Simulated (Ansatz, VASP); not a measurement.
## Mg in VASP and in Ansatz

The input INCAR:

```
ALGO = Normal ; EDIFF = 1E-7
EDIFFG = -0.005 ; ENCUT = 600
GGA = PE ; IBRION = 2
ISIF = 4 ; ISMEAR = -1
LASPH = True ; LCHARG = False
LREAL = False ; LWAVE = False
NELM = 100 ; NSW = 50
PREC = Accurate ; SIGMA = 0.1
```

The input KPOINTS:

```
k-points
0
Gamma
  14 14 13
```

The input POSCAR:

```
Mg
1.0
    2.8437335900      0.0000000000      0.0000000000
   -1.4218667950      2.4627455305      0.0000000000
    0.0000000000      0.0000000000      2.8607414054
Mg
1
Direct
    0.0000000000      0.0000000000      0.0000000000
```

Input for Ansatz:

```yaml
crystal:
  lattice:
    - [2.84373359, 0.0, 0.0]
    - [-1.421866795, 2.4627455305, 0.0]
    - [0.0, 0.0, 2.8607414054]
  atoms:
    - { symbol: Mg, position: [0.0, 0.0, 0.0] }
kpoints:
  mp_grid: { grid: [14, 14, 13] }
scf:
  occupations: { method: fermi_dirac, width: 0.1 }
hamiltonian:
  xc: pbe
  pseudopotentials: { kind: paw }
output:
  forces: true
  stress: true
relax:
  f_tol: 0.005
  max_steps: 30
  cell: { stress_tol: 0.13, fix: [volume] }
```

Alike in both runs: task relaxation of shape and atoms at fixed volume; functional PBE; k mesh 14 × 14 × 13; occupations fermi-dirac, width 0.1 eV; no spin polarisation.

|  | VASP | Ansatz |
| --- | --- | --- |
| version | VASP 6.6.1 | Ansatz 0.2.0 |
| potentials or method | VASP PAW PBE potentials, release 64 (Mg) | PAW with Ansatz's default frozen-core files, scalar-relativistic |
| plane-wave cutoff (eV) | 600 | 420 |
| valence electrons in the cell | 2 | 10 |

```tsv
	VASP	Ansatz	Ansatz less VASP
relaxed volume (Å³/atom)	20.03	20.03	0.000
relaxed cell length with the largest relative difference (Å)	2.793	2.792	-0.0007
energy change over the relaxation (meV/atom)	-8	-8	+0.1
```

The two sets of potentials don't hold the same shells in valence.
